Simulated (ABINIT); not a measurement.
# C (Fd-3m) in ABINIT: a series of runs

Aim: see how the results for C move with the level of theory and the settings. Levels: PW91, PBE. Tasks: band structure.

Program: ABINIT 10.8.3 (patched build). These are calculated values, not measurements. Logs are shortened: lines on timing, memory, paths and dates and some standing lists are left out, and cuts for length are marked. The log counts tension as positive stress, the text compression.

## Step 1: Starting point

Symmetry: Fd-3m, No. 227, cubic system. The conventional cell has a = 3.567 Å, b = 3.567 Å, c = 3.567 Å, α = 90.00°, β = 90.00°, γ = 90.00°. C (site symmetry -43m) has 4 C at 1.54 Å as nearest neighbours.

This isn't the form of C at room conditions, which is graphite.

## Step 2: Band structure, PW91

run.abi reads:

```
# Datasets: ground state, then fixed potential
ndtset 2

# Pseudopotentials
pp_dirpath "./"
pseudos "C.upf"

# Structure
acell 4.7660140852 4.7660140852 4.7660140852
rprim
     0.0000000000     0.7071067812     0.7071067812
     0.7071067812     0.0000000000     0.7071067812
     0.7071067812     0.7071067812     0.0000000000
ntypat 1
znucl 6
natom 2
typat 1 1
xred
     0.7500000000     0.7500000000     0.7500000000
     0.5000000000     0.5000000000     0.5000000000

# Plane-wave basis
ecut 41.0

# Exchange and correlation
ixc -109134

# Bands and occupations
occopt 3
tsmear 0.00183747

# SCF cycle
nstep 100

# Output
iomode 3
prtwf 0
prteig 0
prtebands 0
enunit 1
prtden1 1
prtvha1 1
prtvclmb1 1
prtpot1 1
prtelf1 1

# Dataset 1
kptopt1 1
ngkpt1 13 13 13
nshiftk1 1
shiftk1 0.0 0.0 0.0
nband1 8
tolvrs1 1.0e-10

# Dataset 2: bands along G-X-W-K-G-L-U-W-L-K
iscf2 -2
getden2 1
nband2 12
nbdbuf2 2
tolwfr2 1.0e-12
kptopt2 -9
ndivsm2 6
prteig2 1
prtvol2 -3
kptbounds2
     0.0000000000     0.0000000000     0.0000000000
     0.5000000000     0.0000000000     0.5000000000
     0.5000000000     0.2500000000     0.7500000000
     0.3750000000     0.3750000000     0.7500000000
     0.0000000000     0.0000000000     0.0000000000
     0.5000000000     0.5000000000     0.5000000000
     0.6250000000     0.2500000000     0.6250000000
     0.5000000000     0.2500000000     0.7500000000
     0.5000000000     0.5000000000     0.5000000000
     0.3750000000     0.3750000000     0.7500000000
```

Potentials or basis: PseudoDojo NC SR PBE v0.4.1 standard.

On the command line:

```
$ abinit run.abi > log 2>&1
```

run.abo:

```text
.Version 10.8.3 of ABINIT
 DATASET    1 : space group Fd -3 m (#227); Bravais cF (face-center cubic)
================================================================================
 Values of the parameters that define the memory need for DATASET  1.
     intxc =       0    ionmov =       0      iscf =       7    lmnmax =       4
     lnmax =       4     mgfft =      30  mpssoang =       2    mqgrid =    3001
     natom =       2  nloc_mem =       1    nspden =       1   nspinor =       1
    nsppol =       1      nsym =      48    n1xccc =    2501    ntypat =       1
    occopt =       3   xclevel =       2
       mpw =         974          nfft =       27000          nkpt =          84
================================================================================
================================================================================

 DATASET    2 : space group Fd -3 m (#227); Bravais cF (face-center cubic)
================================================================================
 Values of the parameters that define the memory need for DATASET  2.
     intxc =       0    ionmov =       0      iscf =      -2    lmnmax =       4
     lnmax =       4     mgfft =      30  mpssoang =       2    mqgrid =    3001
     natom =       2  nloc_mem =       1    nspden =       1   nspinor =       1
    nsppol =       1      nsym =      48    n1xccc =    2501    ntypat =       1
    occopt =       3   xclevel =       2
       mpw =         974          nfft =       27000          nkpt =         103
================================================================================
================================================================================

--------------------------------------------------------------------------------
------------- Echo of variables that govern the present computation ------------
--------------------------------------------------------------------------------
 -outvars: echo values of preprocessed input variables --------
            acell      4.7660140852E+00  4.7660140852E+00  4.7660140852E+00 Bohr
              amu      1.20110000E+01
             ecut      4.10000000E+01 Hartree
           enunit           1
           getden1          0
           getden2          1
             iscf1          7
             iscf2         -2
              ixc     -109134
           jdtset        1    2
           kptopt1          1
           kptopt2         -9
         kptrlatt       13    0    0      0   13    0      0    0   13
          kptrlen1     6.19581831E+01
          kptrlen2     3.00000000E+01
            natom           2
            nband1          8
            nband2         12
           nbdbuf1          0
           nbdbuf2          2
           ndtset           2
           ndivsm1          0
           ndivsm2          6
            ngfft          30      30      30
             nkpt1         84
             nkpt2        103
            nstep         100
             nsym          48
           ntypat           1
           occopt           3
        prtebands           0
           prteig1          0
           prteig2          1
           prtelf1          1
           prtelf2          0
           prtpot1          1
           prtpot2          0
         prtvclmb1          1
         prtvclmb2          0
           prtvha1          1
           prtvha2          0
           prtvol1          0
           prtvol2         -3
            prtwf           0
            rprim      0.0000000000E+00  7.0710678120E-01  7.0710678120E-01
                       7.0710678120E-01  0.0000000000E+00  7.0710678120E-01
                       7.0710678120E-01  7.0710678120E-01  0.0000000000E+00
           shiftk1     0.00000000E+00  0.00000000E+00  0.00000000E+00
           shiftk2     5.00000000E-01  5.00000000E-01  5.00000000E-01
          spgroup         227
           tolvrs1     1.00000000E-10
           tolvrs2     0.00000000E+00
           tolwfr1     0.00000000E+00
           tolwfr2     1.00000000E-12
           tsmear      1.83747000E-03 Hartree
            typat      1  1
           xangst      2.6750549982E+00  2.6750549982E+00  2.6750549982E+00
                       1.7833699988E+00  1.7833699988E+00  1.7833699988E+00
            xcart      5.0551213184E+00  5.0551213184E+00  5.0551213184E+00
                       3.3700808789E+00  3.3700808789E+00  3.3700808789E+00
             xred      7.5000000000E-01  7.5000000000E-01  7.5000000000E-01
                       5.0000000000E-01  5.0000000000E-01  5.0000000000E-01
            znucl        6.00000

[... 172 lines left out ...]
cutoff_energies: {ecut:  41.0, pawecutdg:  -1.0, }
electrons: {nelect:   8.00000000E+00, charge:   0.00000000E+00, occopt:   3.00000000E+00, tsmear:   1.83747000E-03, }
meta: {optdriver: 0, ionmov: 0, optcell: 0, iscf: -2, paral_kgb: 0, }
...

 mkfilename : getden/=0, take file _DEN from output of DATASET   1.

 Real(R)+Recip(G) space primitive vectors, cartesian coordinates (Bohr,Bohr^-1):
 R(1)=  0.0000000  3.3700809  3.3700809  G(1)= -0.1483644  0.1483644  0.1483644
 R(2)=  3.3700809  0.0000000  3.3700809  G(2)=  0.1483644 -0.1483644  0.1483644
 R(3)=  3.3700809  3.3700809  0.0000000  G(3)=  0.1483644  0.1483644 -0.1483644
 Unit cell volume ucvol=  7.6551017E+01 bohr^3
 Angles (23,13,12)=  6.00000000E+01  6.00000000E+01  6.00000000E+01 degrees

 getcut: wavevector=  0.0000  0.0000  0.0000  ngfft=  30  30  30
         ecut(hartree)=     41.000   => boxcut(ratio)=   2.18621
--------------------------------------------------------------------------------

================================================================================
 Non-SCF case, kpt    1 (  0.00000  0.00000  0.00000), residuals and eigenvalues=
  6.24E-13  1.52E-13  8.44E-13  1.88E-13  6.90E-13  4.37E-13  2.83E-13  3.59E-13
  1.55E-13  2.50E-13  8.68E-13  8.48E-13
 -4.1195E-01  3.7670E-01  3.7670E-01  3.7670E-01  5.8412E-01  5.8412E-01
  5.8412E-01  8.6656E-01  1.0863E+00  1.3658E+00  1.3658E+00  1.3935E+00
 Non-SCF case, kpt    2 (  0.02941  0.00000  0.02941), residuals and eigenvalues=
  4.08E-13  3.47E-13  1.86E-13  1.23E-13  5.14E-13  2.57E-13  3.93E-13  2.54E-13
  2.61E-13  5.26E-13  2.96E-07  4.88E-10
 -4.1078E-01  3.7178E-01  3.7178E-01  3.7379E-01  5.8319E-01  5.9005E-01
  5.9005E-01  8.6751E-01  1.0883E+00  1.3150E+00  1.3673E+00  1.3962E+00
 Non-SCF case, kpt    3 (  0.05882  0.00000  0.05882), residuals and eigenvalues=
  2.89E-13  9.36E-13  8.86E-14  9.46E-13  2.58E-13  1.38E-13  3.68E-13  3.42E-13
  1.92E-13  6.91E-13  1.39E-07  1.63E-10
 -4.0726E-01  3.5854E-01  3.5854E-01  3.6525E-01  5.8046E-01  6.0629E-01
[... 487 lines left out ...]
  5.18E-14  5.39E-13  2.21E-13  6.81E-13  2.71E-13  2.89E-13  3.97E-13  4.20E-13
  5.18E-13  3.68E-13  8.77E-13  9.27E-09
 -1.3001E-01 -5.1602E-02  5.8643E-02  1.9651E-01  6.0549E-01  8.4077E-01
  8.6401E-01  9.1385E-01  1.0458E+00  1.2781E+00  1.3006E+00  1.5949E+00
 Non-SCF case, kpt  102 (  0.38750  0.38750  0.72500), residuals and eigenvalues=
  3.48E-13  9.23E-14  1.02E-13  6.98E-13  5.83E-13  7.28E-13  1.58E-13  6.38E-13
  5.84E-13  8.17E-13  6.21E-13  3.24E-09
 -1.1335E-01 -4.7495E-02  3.7386E-02  1.8712E-01  5.9615E-01  8.0729E-01
  8.8748E-01  9.3822E-01  1.0497E+00  1.2760E+00  1.3141E+00  1.6255E+00
 Non-SCF case, kpt  103 (  0.37500  0.37500  0.75000), residuals and eigenvalues=
  8.06E-14  4.86E-13  7.29E-14  1.99E-13  1.80E-13  3.63E-13  6.01E-13  2.82E-13
  3.01E-13  2.04E-13  8.77E-13  1.54E-08
 -9.9909E-02 -5.4162E-02  3.4792E-02  1.7952E-01  5.8869E-01  7.7407E-01
  9.0556E-01  9.5116E-01  1.0658E+00  1.2716E+00  1.3357E+00  1.6361E+00

--- !ResultsGS
iteration_state: {dtset: 2, }
comment   : Summary of ground state results
lattice_vectors:
- [  0.0000000,   3.3700809,   3.3700809, ]
- [  3.3700809,   0.0000000,   3.3700809, ]
- [  3.3700809,   3.3700809,   0.0000000, ]
lattice_lengths: [   4.76601,    4.76601,    4.76601, ]
lattice_angles: [ 60.000,  60.000,  60.000, ] # degrees, (23, 13, 12)
lattice_volume:   7.6551017E+01
convergence: {deltae:  0.000E+00, res2:  0.000E+00, residm:  9.989E-13, diffor:  0.000E+00, }
etotal    :  -1.20587990E+01
entropy   :   0.00000000E+00
fermie    :   4.77481820E-01
cartesian_stress_tensor: null
pressure_GPa: null
xred      :
- [  7.5000E-01,   7.5000E-01,   7.5000E-01,  C]
- [  5.0000E-01,   5.0000E-01,   5.0000E-01,  C]
cartesian_forces: null
force_length_stats: {min: null, max: null, mean: null, }
...

 Integrated electronic density in atomic spheres:
 ------------------------------------------------
 Atom  Sphere_radius  Integrated_density
    1        2.00000          4.67171639
    2        2.00000          4.70966350
================================================================================

 ----iterations are completed or convergence reached----

 Mean square residual over all n,k,spin=   37.983E-14; max=  99.894E-14
 reduced coordinates (array xred) for    2 atoms
       0.750000000000      0.750000000000      0.750000000000
       0.500000000000      0.500000000000      0.500000000000

 cartesian coordinates (angstrom) at end:
    1      2.67505499823742     2.67505499823742     2.67505499823742
    2      1.78336999882495     1.78336999882495     1.78336999882495
 length scales=  4.766014085200  4.766014085200  4.766014085200 bohr
              =  2.522066039020  2.522066039020  2.522066039020 angstroms
 Eigenvalues (   eV  ) for nkpt= 103  k points:
 kpt#   1, nband= 12, wtk=  1.00000, kpt=  0.0000  0.0000  0.0000 (reduced coord)
 -11.20972   10.25042   10.25042   10.25042   15.89478   15.89478   15.89478   23.58040
  29.55849   37.16648   37.16648   37.91803
 kpt#   2, nband= 12, wtk=  1.00000, kpt=  0.0294  0.0000  0.0294 (reduced coord)
 -11.17780   10.11658   10.11658   10.17136   15.86931   16.05596   16.05596   23.60619
  29.61521   35.78220   37.20703   37.99311
 kpt#   3, nband= 12, wtk=  1.00000, kpt=  0.0588  0.0000  0.0588 (reduced coord)
 -11.08208    9.75629    9.75629    9.93888   15.79512   16.49797   16.49797   23.66565
  29.78184   34.13745   37.32862   38.21796
 kpt#   4, nband= 12, wtk=  1.00000, kpt=  0.0882  0.0000  0.0882 (reduced coord)
 -10.92272    9.25297    9.25297    9.56560   15.67899   17.13660   17.13660   23.70398
  30.04820   32.64494   37.53147   38.59122
 kpt#   5, nband= 12, wtk=  1.00000, kpt=  0.1176  0.0000  0.1176 (reduced coord)
 -10.70001    8.67857    8.67857    9.06867   15.53052   17.89833   17.89833   23.63028
  30.39864   31.42328   37.81520   39.11018
 kpt#   6, nband= 12, wtk=  1.00000, kpt=  0.1471  0.0000  0.1471 (reduced coord)
 -10.41433    8.08039    8.08039    8.46575   15.36080   18.73428   18.73428   23.33868
[... 278 lines left out ...]
  -4.35121   -2.03037    3.41281    5.97105   17.12471   21.96212   22.96650   24.63033
  28.96914   34.74382   35.23585   40.76829
 kpt# 100, nband= 12, wtk=  1.00000, kpt=  0.4125  0.4125  0.6750 (reduced coord)
  -3.96782   -1.69866    2.45457    5.64408   16.77964   22.76487   23.61684   24.14376
  28.61388   34.78149   35.22862   42.15760
 kpt# 101, nband= 12, wtk=  1.00000, kpt=  0.4000  0.4000  0.7000 (reduced coord)
  -3.53784   -1.40416    1.59576    5.34737   16.47633   22.87864   23.51097   24.86703
  28.45898   34.77898   35.39133   43.39818
 kpt# 102, nband= 12, wtk=  1.00000, kpt=  0.3875  0.3875  0.7250 (reduced coord)
  -3.08449   -1.29241    1.01733    5.09172   16.22203   21.96739   24.14954   25.53017
  28.56513   34.72269   35.75838   44.23336
 kpt# 103, nband= 12, wtk=  1.00000, kpt=  0.3750  0.3750  0.7500 (reduced coord)
  -2.71865   -1.47382    0.94673    4.88506   16.01915   21.06353   24.64143   25.88229
  29.00152   34.60158   36.34680   44.52049

== END DATASET(S) ==============================================================
================================================================================

 -outvars: echo values of variables after computation  --------
            acell      4.7660140852E+00  4.7660140852E+00  4.7660140852E+00 Bohr
           etotal1    -1.2058798991E+01
            fcart1    -1.2484145967E-30  4.3694510883E-29 -5.3681827656E-29
                       1.2484145967E-30 -4.3694510883E-29  5.3681827656E-29
            rprim      0.0000000000E+00  7.0710678120E-01  7.0710678120E-01
                       7.0710678120E-01  0.0000000000E+00  7.0710678120E-01
                       7.0710678120E-01  7.0710678120E-01  0.0000000000E+00
           strten1    -1.0159186016E-04 -1.0159186016E-04 -1.0159186016E-04
                       0.0000000000E+00  0.0000000000E+00  0.0000000000E+00
           xangst      2.6750549982E+00  2.6750549982E+00  2.6750549982E+00
                       1.7833699988E+00  1.7833699988E+00  1.7833699988E+00
             xred      7.5000000000E-01  7.5000000000E-01  7.5000000000E-01
                       5.0000000000E-01  5.0000000000E-01  5.0000000000E-01
 Calculation completed.
```

Wall time 27 s (1 thread of Arm Neoverse V1, shared host); peak memory 0.11 GiB.

What came out:

* Free energy: -328.1366 eV
* Pressure: 3.0 GPa
* Band gap on the k mesh: 4.23 eV, indirect (least direct gap 5.64 eV)
* Band gap along the path: 4.21 eV, indirect (least direct gap 5.64 eV)
* All electrons inside the program's atomic spheres: C 4.67, 4.71 (radii [1.0584] Å)

Levels at the corners of the path, in eV from the valence-band top:
```
point  band 1  band 2  band 3  band 4  band 5  band 6  band 7  band 8  band 9
    Γ  -21.46    0.00    0.00    0.00    5.64    5.64    5.64   13.33   19.31
    X  -12.76  -12.76   -6.30   -6.30    4.85    4.85   16.80   16.80   23.22
    W  -11.97  -11.97   -8.31   -8.31   10.70   10.70   12.36   12.36   21.36
    K  -12.97  -11.72   -9.30   -5.37    5.77   10.81   14.39   15.63   18.75
    Γ  -21.46    0.00    0.00    0.00    5.64    5.64    5.64   13.33   19.31
    L  -15.69  -13.36   -2.80   -2.80    8.54    8.54    8.91   15.72   21.89
    U  -12.97  -11.72   -9.30   -5.37    5.77   10.81   14.39   15.63   18.75
    W  -11.97  -11.97   -8.31   -8.31   10.70   10.70   12.36   12.36   21.36
    L  -15.69  -13.36   -2.80   -2.80    8.54    8.54    8.91   15.72   21.89
    K  -12.97  -11.72   -9.30   -5.37    5.77   10.81   14.39   15.63   18.75
```

Caveat: the potentials were made for another functional, which shifts forces and pressure. Expect the measured gap to be larger: semilocal functionals such as PW91 lack the derivative discontinuity.

## Step 3: Band structure, PBE

run.abi reads:

```
ndtset 2

pp_dirpath "./"
pseudos "C.upf"

acell 3*1.0
rprim
     0.0000000000     3.3700808789     3.3700808789
     3.3700808789     0.0000000000     3.3700808789
     3.3700808789     3.3700808789     0.0000000000
ntypat 1
znucl 6
natom 2
typat 1 1
xred
     0.7500000000     0.7500000000     0.7500000000
     0.5000000000     0.5000000000     0.5000000000

ecut 1115.666836 eV

ixc 11

occopt 3
tsmear 0.05 eV

nstep 100

iomode 3
prtwf 0
prteig 0
prtebands 0
enunit 2
prtden1 1

kptopt1 1
ngkpt1 13 13 13
nshiftk1 1
shiftk1 0.0 0.0 0.0
nband1 8
tolvrs1 1.0e-10

iscf2 -2
getden2 1
nband2 12
nbdbuf2 2
tolwfr2 1.0e-12
kptopt2 -9
ndivsm2 6
prteig2 1
kptbounds2
     0.0000000000     0.0000000000     0.0000000000
     0.5000000000     0.0000000000     0.5000000000
     0.5000000000     0.2500000000     0.7500000000
     0.3750000000     0.3750000000     0.7500000000
     0.0000000000     0.0000000000     0.0000000000
     0.5000000000     0.5000000000     0.5000000000
     0.6250000000     0.2500000000     0.6250000000
     0.5000000000     0.2500000000     0.7500000000
     0.5000000000     0.5000000000     0.5000000000
     0.3750000000     0.3750000000     0.7500000000
```

Potentials or basis: PseudoDojo NC SR PBE v0.4 stringent.

On the command line:

```
$ abinit run.abi > log 2>&1
```

Wall time 27 s (1 thread of Arm Neoverse V1, shared host); peak memory 0.11 GiB.

Results (log left out):

| Property | Result |
| --- | --- |
| Free energy | -327.5606 eV |
| Pressure | 1.9 GPa |
| Band gap on the k mesh | 4.20 eV, indirect (least direct gap 5.62 eV) |
| Band gap along the path | 4.19 eV, indirect (least direct gap 5.62 eV) |
| All electrons inside the program's atomic spheres | C 4.67, 4.71 (radii [1.0584] Å) |

Levels at the corners of the path, in eV from the valence-band top:
```csv
point,band 2,band 3,band 4,band 5,band 6,band 7
Γ,0.00,0.00,0.00,5.62,5.62,5.62
X,-12.78,-6.32,-6.32,4.83,4.83,16.81
W,-11.99,-8.33,-8.33,10.68,10.68,12.35
K,-11.74,-9.33,-5.38,5.74,10.80,14.39
Γ,0.00,0.00,0.00,5.62,5.62,5.62
L,-13.39,-2.81,-2.81,8.52,8.52,8.89
U,-11.74,-9.33,-5.38,5.74,10.80,14.39
W,-11.99,-8.33,-8.33,10.68,10.68,12.35
L,-13.39,-2.81,-2.81,8.52,8.52,8.89
K,-11.74,-9.33,-5.38,5.74,10.80,14.39
```

Expect the measured gap to be larger: semilocal functionals such as PBE lack the derivative discontinuity.
